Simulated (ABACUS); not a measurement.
# Ag (Fm-3m) in ABACUS: reference runs

How does Ag come out in PBEsol? The cell is run as given and disturbed.

Program: ABACUS 3.10.1. These are calculated values, not measurements. Logs are shortened: lines on timing, memory, paths and dates and some standing lists are left out, and cuts for length are marked.

### Step 1. The structure

The structure is cubic, space group Fm-3m (No. 225). Conventional cell: a = 4.085 Å, b = 4.085 Å, c = 4.085 Å, α = 90.00°, β = 90.00°, γ = 90.00°. Ag (site symmetry m-3m) has 12 Ag at 2.89 Å as nearest neighbours.

### Step 2. Single point, PBEsol

Contents of INPUT:

```
INPUT_PARAMETERS
suffix              Ag
calculation         scf
basis_type          pw
pseudo_dir          ./
symmetry            1
dft_functional      pbesol
ecutwfc             82
pseudo_rcut         7
nspin               1
nbands              14
ks_solver           dav
smearing_method     fd
smearing_sigma      0.00367493
scf_thr             1e-08
scf_nmax            100
mixing_type         broyden
mixing_beta         0.7
cal_force           1
cal_stress          1
kpar                4
```

Contents of STRU:

```
ATOMIC_SPECIES
Ag 107.8682 Ag.upf

LATTICE_CONSTANT
1.8897261246

LATTICE_VECTORS
0.0000000000 2.0427500000 2.0427500000
2.0427500000 0.0000000000 2.0427500000
2.0427500000 2.0427500000 0.0000000000

ATOMIC_POSITIONS
Direct

Ag
0.0
1
0.0000000000 0.0000000000 0.0000000000 1 1 1
```

Contents of KPT:

```
K_POINTS
0
Gamma
11 11 11 0 0 0
```

Potentials or basis: PseudoDojo NC SR 0.4.1 PBEsol standard, plane waves.

The run is started by

```console
OMP_NUM_THREADS=1 mpirun -np 4 abacus > log
```

running log:

```text
ABACUS v3.10.1

               Atomic-orbital Based Ab-initio Computation at UStc

 ------------------------------------------------------------------------------------

 READING GENERAL INFORMATION
                           global_out_dir = OUT.Ag/
                           global_in_card = INPUT
                               pseudo_dir = ./
                              orbital_dir =
                                    DSIZE = 4
                                    GSIZE = 1

 READING UNITCELL INFORMATION
                                    ntype = 1
                  lattice constant (Bohr) = 1.88973
              lattice constant (Angstrom) = 1

 READING ATOM TYPE 1
                               atom label = Ag
                      L=0, number of zeta = 1
                      L=1, number of zeta = 1
                      L=2, number of zeta = 1
             number of atom for this type = 1

                        TOTAL ATOM NUMBER = 1
DIRECT COORDINATES
    atom                   x                   y                   z     mag                  vx                  vy                  vz
taud_Ag1            0.0000000000        0.0000000000        0.0000000000  0.0000        0.0000000000        0.0000000000        0.0000000000

                          Volume (Bohr^3) = 115.046
                             Volume (A^3) = 17.0481

 Lattice vectors: (Cartesian coordinate: in unit of a_0)
                   +0            +2.04275            +2.04275
             +2.04275                  +0            +2.04275
             +2.04275            +2.04275                  +0
 Reciprocal vectors: (Cartesian coordinate: in unit of 2 pi/a_0)
            -0.244768           +0.244768           +0.244768
            +0.244768           -0.244768           +0.244768
            +0.244768           +0.244768           -0.244768
 The esolver type has been set to : ksdft_pw

                PAO radial cut off (Bohr) = 7

 Read in pseudopotential file is Ag.upf
                     pseudopotential type = NC
          exchange-correlation functional = PBESOL
                 nonlocal core correction = 1
                        valence electrons = 19
                                     lmax = 2
                           number of zeta = 4
                     number of projectors = 6
                           L of projector = 0
                           L of projector = 0
                           L of projector = 1
                           L of projector = 1
                           L of projector = 2
                           L of projector = 2
     initial pseudo atomic orbital number = 10

 SETUP THE ELECTRONS NUMBER
            electron number of element Ag = 19
      total electron number of element Ag = 19
            AUTOSET number of electrons:  = 19
                           occupied bands = 10
                                   NBANDS = 14
                                   NLOCAL = 9

%%%%%%%%%%%%%%%%%%%%%%%%%%%%%%%%%%%%%%%%%%%%%%%%%%%%%%%%%%%%%%%%%%%%%%%%%%%%%%%%%%%%%%%%%%%%%%%%%%%%%%%%%%
 Warning: the number of valence electrons in pseudopotential > 11 for Ag: [Kr] 4d10 5s1
 Pseudopotentials with additional electrons can yield (more) accurate outcomes, but may be less efficient.
 If you're confident that your chosen pseudopotential is appropriate, you can safely ignore this warning.
%%%%%%%%%%%%%%%%%%%%%%%%%%%%%%%%%%%%%%%%%%%%%%%%%%%%%%%%%%%%%%%%%%%%%%%%%%%%%%%%%%%%%%%%%%%%%%%%%%%%%%%%%%

 SETUP THE PLANE WAVE BASIS
 energy cutoff for charge/potential (unit:Ry) = 328
            fft grid for charge/potential = [ 32, 32, 32 ]
                        fft grid division = [ 1, 1, 1 ]
        big fft grid for charge/potential = [ 32, 32, 32 ]
                                     nbxx = 32768
                                     nrxx = 32768

 SETUP PLANE WAVES FOR CHARGE/POTENTIAL
                    number of plane waves = 11575
                         number of sticks = 673

 PARALLEL PW FOR CHARGE/POTENTIAL
     PROC   COLUMNS(POT)             PW
        1            673          11575
 --------------- sum -------------------
        1            673          11575
                            number of |g| = 167
                                  max |g| = 29.4764
                                  min |g| = 0

----------- Double Check Mixing Parameters Begin ------------
mixing_type: broyden
mixing_beta: 0.7
mixing_gg0: 1
mixing_gg0_min: 0.1
mixing_ndim: 8
----------- Double Check Mixing Parameters End ------------

 LATTICE VECTORS: (CARTESIAN COORDINATE: IN UNIT OF A0)
                   +0            +2.04275            +2.04275
[... 28 lines left out ...]
                   Input type of k points = Monkhorst-Pack(Gamma)
                                   nkstot = 1331
                       right hand lattice = 1
(for reciprocal lattice: )
                             BRAVAIS TYPE = 2
                     BRAVAIS LATTICE NAME = 02. Cubic I (body-centered)
                                    ibrav = 2
                       right hand lattice = 1
(for k-lattice: )
                             BRAVAIS TYPE = 2
                     BRAVAIS LATTICE NAME = 02. Cubic I (body-centered)
                                    ibrav = 2
                       right hand lattice = 1
                        ROTATION MATRICES = 48
                               nkstot_ibz = 56
K-POINTS REDUCTION ACCORDING TO SYMMETRY
     IBZ    DIRECT_X    DIRECT_Y    DIRECT_Z  WEIGHT  ibz2bz
       1  0.00000000  0.00000000  0.00000000  0.0008       0
       2  0.09090909  0.09090909  0.09090909  0.0060       1
       3  0.18181818  0.18181818  0.18181818  0.0060       2
       4  0.27272727  0.27272727  0.27272727  0.0060       3
       5  0.36363636  0.36363636  0.36363636  0.0060       4
       6  0.45454545  0.45454545  0.45454545  0.0060       5
[... 22 lines left out ...]
      29 -0.36363636  0.36363636  0.36363636  0.0180      40
      30 -0.45454545  0.27272727  0.27272727  0.0090      41
[... 26 further k points ...]

                               nkstot now = 56
[... K-POINTS DIRECT COORDINATES: 56 rows ...]

           k-point number in this process = 14
       minimum distributed K point number = 14
[... stars of the k points ...]

[... K-POINTS CARTESIAN COORDINATES: 14 rows ...]

[... K-POINTS DIRECT COORDINATES: 14 rows ...]

 SETUP PLANE WAVES FOR WAVE FUNCTIONS
     energy cutoff for wavefunc (unit:Ry) = 82
              fft grid for wave functions = [ 32, 32, 32 ]
                    number of plane waves = 2085
                         number of sticks = 211

 PARALLEL PW FOR WAVE FUNCTIONS
     PROC   COLUMNS(POT)             PW
        1            211           2085
 --------------- sum -------------------
        1            211           2085

 SETUP NONLOCAL PSEUDOPOTENTIALS IN PLANE WAVE BASIS
 Ag non-local projectors:
 projector 1 L=0
 projector 2 L=0
 projector 3 L=1
 projector 4 L=1
 projector 5 L=2
 projector 6 L=2
      TOTAL NUMBER OF NONLOCAL PROJECTORS = 18

 Init Non-Local PseudoPotential table :
 Init Non-Local-Pseudopotential done.

                                     npwx = 1459

 Make real space PAO into reciprocal space.
       max mesh points in Pseudopotential = 701
     dq(describe PAO in reciprocal space) = 0.01
                                    max q = 1091

 number of pseudo atomic orbitals for Ag is 4
WARNING: norm of atomic wavefunction # 3 of atomic type Ag is 0.999966, renormalized
WARNING: norm of atomic wavefunction # 4 of atomic type Ag is 0.994543, renormalized

 -------------------------------------------
 SELF-CONSISTENT
 -------------------------------------------
                                 init_chg = atomic

 PW ALGORITHM --------------- ION=   1  ELEC=   1--------------------------------
 Notice: Threshold on eigenvalues was too large.
 hsover_error=0.19 > DRHO=0.0808957
 Origin diag ethr = 0.01
 New diag ethr = 0.000425767

 Density error is 0.0819389890335
                          Error Threshold = 0.000425766769776
----------------------------------------------------------
     Energy           Rydberg                 eV
----------------------------------------------------------
 E_KohnSham     -309.7642620397      -4214.5590005049
 E_Harris       -313.8780481024      -4270.5299313111
 E_Fermi        1.3105538890         17.8310004261
----------------------------------------------------------
[... 63 lines left out ...]
 Density error is 2.11017329453e-10
                          Error Threshold = 5.91796126378e-11
----------------------------------------------------------
     Energy           Rydberg                 eV
----------------------------------------------------------
 E_KohnSham     -309.7966076444      -4214.9990850345
 E_KS(sigma->0) -309.7965124734      -4214.9977901660
 E_Harris       -309.7965119886      -4214.9977835705
 E_band         -17.3194237496       -235.6428490709
 E_one_elec     -120.1699895644      -1634.9965866766
 E_Hartree      70.7603955640        962.7445724040
 E_xc           -46.0042915559       -625.9204976131
 E_Ewald        -214.3825317460      -2916.8239834117
 E_entropy(-TS) -0.0001903421        -0.0025897370
 E_descf        0.0000000000         0.0000000000
 E_exx          0.0000000000         0.0000000000
 E_Fermi        1.2824302165         17.4483582319
----------------------------------------------------------

 charge density convergence is achieved
 final etot is -4214.999085 eV
 EFERMI = 17.448358232 eV

 STATE ENERGY(eV) AND OCCUPATIONS    NSPIN == 1
 1/14 kpoint (Cartesian) = 0.0000 0.0000 0.0000 (1459 pws)
       1       -74.6477     0.00150263
       2       -38.0582     0.00150263
       3       -38.0582     0.00150263
       4       -38.0582     0.00150263
       5        9.39643     0.00150263
       6        12.4850     0.00150263
       7        12.4850     0.00150263
       8        12.4850     0.00150263
       9        13.5368     0.00150263
      10        13.5368     0.00150263
      11        33.3850        0.00000
      12        36.9198        0.00000
      13        36.9198        0.00000
      14        36.9198        0.00000
[... 66 lines left out ...]
       1       -74.6307      0.0120210
       2       -38.2196      0.0120210
       3       -38.0827      0.0120210
       4       -38.0827      0.0120210
       5        10.8661      0.0120210
       6        12.4759      0.0120210
       7        12.4759      0.0120210
       8        14.3064      0.0120210
       9        14.3064      0.0120210
      10        16.3489      0.0120210
      11        21.3583    1.31439e-36
      12        32.6481        0.00000
      13        35.2302        0.00000
      14        35.2302        0.00000

[... levels at 8 further k points ...]

------------------------------------------------------------------------------------------
 TOTAL-FORCE (eV/Angstrom)
------------------------------------------------------------------------------------------
                       Ag1         0.0000000000         0.0000000000         0.0000000000
------------------------------------------------------------------------------------------

----------------------------------------------------------------
 TOTAL-STRESS (KBAR)
----------------------------------------------------------------
       -30.9104204648        -0.0000000000         0.0000000000
        -0.0000000000       -30.9104204648         0.0000000000
        -0.0000000000         0.0000000000       -30.9104204648
----------------------------------------------------------------
 TOTAL-PRESSURE: -30.910420 KBAR

 --------------------------------------------
 !FINAL_ETOT_IS -4214.9990850345229774 eV
 --------------------------------------------
```

Wall time 6.9 s (4 MPI ranks of AMD EPYC 7R43 (Zen 3), shared host); peak memory 0.24 GiB.

Results:

| Item | Value |
| --- | --- |
| Free energy | -4214.9991 eV |
| Pressure | -3.1 GPa |
| Band gap on the k mesh | none (metal or under the smearing width) |

### Step 3. Single point, PBEsol (cell strained at random at fixed volume)

INPUT is that of step 2.

Contents of STRU:

```
ATOMIC_SPECIES
Ag 107.8682 Ag.upf

LATTICE_CONSTANT
1.8897261246

LATTICE_VECTORS
-0.0062230000 2.0386280000 2.0672000000
2.0149730000 0.0469460000 2.0140300000
2.0855950000 2.0560800000 -0.0236760000

ATOMIC_POSITIONS
Direct

Ag
0.0
1
0.0022060000 0.0285520000 -0.0104340000 1 1 1
```

KPT is that of step 2.

Potentials or basis: PseudoDojo NC SR 0.4.1 PBEsol standard, plane waves.

The run is started by

```console
OMP_NUM_THREADS=1 mpirun -np 4 abacus > log
```

running log:

```text
ABACUS v3.10.1

               Atomic-orbital Based Ab-initio Computation at UStc

 ------------------------------------------------------------------------------------

 READING GENERAL INFORMATION
                           global_out_dir = OUT.Ag/
                           global_in_card = INPUT
                               pseudo_dir = ./
                              orbital_dir =
                                    DSIZE = 4
                                    GSIZE = 1

 READING UNITCELL INFORMATION
                                    ntype = 1
                  lattice constant (Bohr) = 1.88973
              lattice constant (Angstrom) = 1

 READING ATOM TYPE 1
                               atom label = Ag
                      L=0, number of zeta = 1
                      L=1, number of zeta = 1
                      L=2, number of zeta = 1
             number of atom for this type = 1

                        TOTAL ATOM NUMBER = 1
DIRECT COORDINATES
    atom                   x                   y                   z     mag                  vx                  vy                  vz
taud_Ag1            0.0022060000        0.0285520000        0.9895660000  0.0000        0.0000000000        0.0000000000        0.0000000000

                          Volume (Bohr^3) = 115.046
                             Volume (A^3) = 17.0481

 Lattice vectors: (Cartesian coordinate: in unit of a_0)
            -0.006223            +2.03863             +2.0672
             +2.01497           +0.046946            +2.01403
              +2.0856            +2.05608           -0.023676
 Reciprocal vectors: (Cartesian coordinate: in unit of 2 pi/a_0)
            -0.242967           +0.249187           +0.237272
            +0.252145           -0.252884           +0.250148
            +0.235147           +0.245065            -0.24097
 The esolver type has been set to : ksdft_pw

                PAO radial cut off (Bohr) = 7

 Read in pseudopotential file is Ag.upf
                     pseudopotential type = NC
          exchange-correlation functional = PBESOL
                 nonlocal core correction = 1
                        valence electrons = 19
                                     lmax = 2
                           number of zeta = 4
[... 205 lines left out ...]
     Energy           Rydberg                 eV
----------------------------------------------------------
 E_KohnSham     -309.7638398491      -4214.5532563079
 E_Harris       -313.8728529582      -4270.4592477481
 E_Fermi        1.3123160843         17.8549763232
----------------------------------------------------------
[... 63 lines left out ...]
 Density error is 2.2488093598e-10
                          Error Threshold = 7.11401102377e-11
----------------------------------------------------------
     Energy           Rydberg                 eV
----------------------------------------------------------
 E_KohnSham     -309.7961535282      -4214.9929064668
 E_KS(sigma->0) -309.7960628692      -4214.9916729872
 E_Harris       -309.7962074609      -4214.9936402578
 E_band         -17.3161384352       -235.5981500750
 E_one_elec     -120.2833814514      -1636.5393624472
 E_Hartree      70.8197548548        963.5521969880
 E_xc           -46.0059457764       -625.9430044381
 E_Ewald        -214.3263998371      -2916.0602696103
 E_entropy(-TS) -0.0001813181        -0.0024669593
 E_descf        0.0000000000         0.0000000000
 E_exx          0.0000000000         0.0000000000
 E_Fermi        1.2776488726         17.3833047113
----------------------------------------------------------

 charge density convergence is achieved
 final etot is -4214.9929065 eV
 EFERMI = 17.383304711 eV

 STATE ENERGY(eV) AND OCCUPATIONS    NSPIN == 1
 1/167 kpoint (Cartesian) = 0.0000 0.0000 0.0000 (1443 pws)
       1       -74.6436     0.00150263
       2       -38.0562     0.00150263
       3       -38.0539     0.00150263
       4       -38.0506     0.00150263
       5        9.39663     0.00150263
       6        12.3180     0.00150263
       7        12.4348     0.00150263
       8        12.6761     0.00150263
       9        13.5091     0.00150263
      10        13.6036     0.00150263
      11        33.3046        0.00000
      12        36.1875        0.00000
      13        36.7356        0.00000
      14        37.9731        0.00000
[... 66 lines left out ...]
       1       -74.6269     0.00300526
       2       -38.2143     0.00300526
       3       -38.0804     0.00300526
       4       -38.0715     0.00300526
       5        10.8557     0.00300526
       6        12.3336     0.00300526
       7        12.6439     0.00300526
       8        14.1866     0.00300526
       9        14.3936     0.00300526
      10        16.2847     0.00300526
      11        21.2313    1.13437e-36
      12        32.7306        0.00000
      13        35.1282        0.00000
      14        35.7258        0.00000

[... levels at 161 further k points ...]

------------------------------------------------------------------------------------------
 TOTAL-FORCE (eV/Angstrom)
------------------------------------------------------------------------------------------
                       Ag1         0.0000000000         0.0000000000         0.0000000000
------------------------------------------------------------------------------------------

----------------------------------------------------------------
 TOTAL-STRESS (KBAR)
----------------------------------------------------------------
       -24.9821511301       -17.1823420496        13.9993560084
       -17.1823420496       -27.4618427791        -8.0072235709
        13.9993560084        -8.0072235709       -28.0398261025
----------------------------------------------------------------
 TOTAL-PRESSURE: -26.827940 KBAR

 --------------------------------------------
 !FINAL_ETOT_IS -4214.9929064668467618 eV
 --------------------------------------------
```

Wall time 45 s (4 MPI ranks of AMD EPYC 7R43 (Zen 3), shared host); peak memory 0.44 GiB.

Results:

```yaml
Free_energy: -4214.9929 eV
Pressure: -2.7 GPa
Band_gap_on_the_k_mesh: none (metal or under the smearing width)
```
